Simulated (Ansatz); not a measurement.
Crystal: TiO2 (Anatase).

```
Ti O
1.0
    -1.89210    1.89210    4.75730
     1.89210   -1.89210    4.75730
     1.89210    1.89210   -4.75730
Ti O
2 4
Cartesian
  0.0000 1.8921 2.3786
  0.0000 0.0000 0.0000
  0.0000 0.0000 7.5346
  0.0000 1.8921 0.3987
  0.0000 1.8921 4.3586
  0.0000 0.0000 1.9800
```

```yaml
Program: Ansatz 0.2.0
Task: relaxation of cell and atoms
Functional: PBE
Potentials_or_basis: Ansatz PAW
Cutoff: "420 eV (not typed: the program's choice for these potentials)"
k_mesh: 10 × 10 × 10
Occupations: fermi-dirac, width 0.05 eV
Spin: no spin polarisation
```

At the start: volume 11.35 Å³/atom.

**Question.** Where does the relaxation end?

**Answer.** It ends after 7 steps and the volume is 11.66 Å³/atom (+2.7 %); space group I4_1/amd (No. 141, to 0.05 Å).

Step by step:
| step | energy change (eV) | largest force (eV/Å) | volume (Å³) |
| --- | --- | --- | --- |
| 1 | 0.0000 | 0.1020 | 68.13 |
| 2 | -0.0193 | 0.0324 | 69.32 |
| 3 | -0.0200 | 0.0059 | 69.85 |
| 4 | -0.0202 | 0.0028 | 69.88 |
| 5 | -0.0290 | 0.0025 | 69.88 |
| 6 | -0.0287 | 0.0005 | 69.98 |
| 7 | -0.0291 | 0.0005 | 69.98 |

Final structure:
```
Ti O
1.0
    -1.89961    1.89961    4.84851
     1.89961   -1.89961    4.84851
     1.89961    1.89961   -4.84851
Ti O
2 4
Cartesian
  0.0000 1.8996 2.4243
  0.0000 0.0000 0.0000
  0.0000 0.0000 7.6946
  0.0000 1.8996 0.4219
  0.0000 1.8996 4.4266
  0.0000 0.0000 2.0024
```

Caveat: the plane-wave basis is chosen anew once the cell has moved, so the energies of steps on either side of that aren't comparable; the pressure holds a Pulay correction of +0.7 GPa for the finite cutoff.
